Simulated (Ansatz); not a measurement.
A run of Ansatz 0.2.0 is set up as follows.

input.yaml

```yaml
crystal:
  lattice:
    - [0.0, 4.1175163063, 4.2628978354]
    - [2.3895119538, 0.0, 4.2628978354]
    - [2.3895119538, 4.1175163063, 0.0]
  atoms:
    - { symbol: Ti, position: [0.75, 0.75, 0.75] }
    - { symbol: Ti, position: [0.5, 0.5, 0.5] }
    - { symbol: Si, position: [0.41256561, 0.08743439, 0.41256561] }
    - { symbol: Si, position: [0.08743439, 0.41256561, 0.08743439] }
    - { symbol: Si, position: [0.16256561, 0.83743439, 0.16256561] }
    - { symbol: Si, position: [0.83743439, 0.16256561, 0.83743439] }
hamiltonian:
  xc: pbe
  pseudopotentials: { kind: paw, source: ansatz }
kpoints:
  mp_grid: { grid: [7, 7, 7] }
scf:
  occupations: { method: fermi_dirac, width: 0.05 }
output:
  forces: true
  stress: true
  eigenvalues: true
relax:
  f_tol: 0.01
  max_steps: 40
  cell: { stress_tol: 0.05 }
```

Potentials or basis: Ansatz PAW earlier set.

Command:

```sh
$ ansatz run input.yaml --threads 2 --pin off --max-ram 5632MiB --backend cpu --events-out ev --progress --plain --runs-dir out
```

**Question.** What does it give for the relaxed cell?

**Answer.** a = 5.950 Å, b = 4.916 Å, c = 4.773 Å, α = 75.75°, β = 53.21°, γ = 51.03°.

**Question.** Predict the band gap on the k mesh.

**Answer.** None (metal or under the smearing width).

**Question.** What does it give for the space group after relaxing (to 0.05 Å)?

**Answer.** Fddd (No. 70).

Step by step:
| step | energy change (eV) | largest force (eV/Å) | volume (Å³) |
| --- | --- | --- | --- |
| 1 | 0.0000 | 0.0203 | 83.88 |
| 2 | -0.0085 | 0.0092 | 85.00 |
| 3 | -0.0087 | 0.0002 | 85.04 |
| 4 | -0.0087 | 0.0012 | 85.01 |
| 5 | -0.0088 | 0.0012 | 85.01 |

Caveat: the plane-wave basis is chosen anew once the cell has moved, so the energies of steps on either side of that aren't comparable.
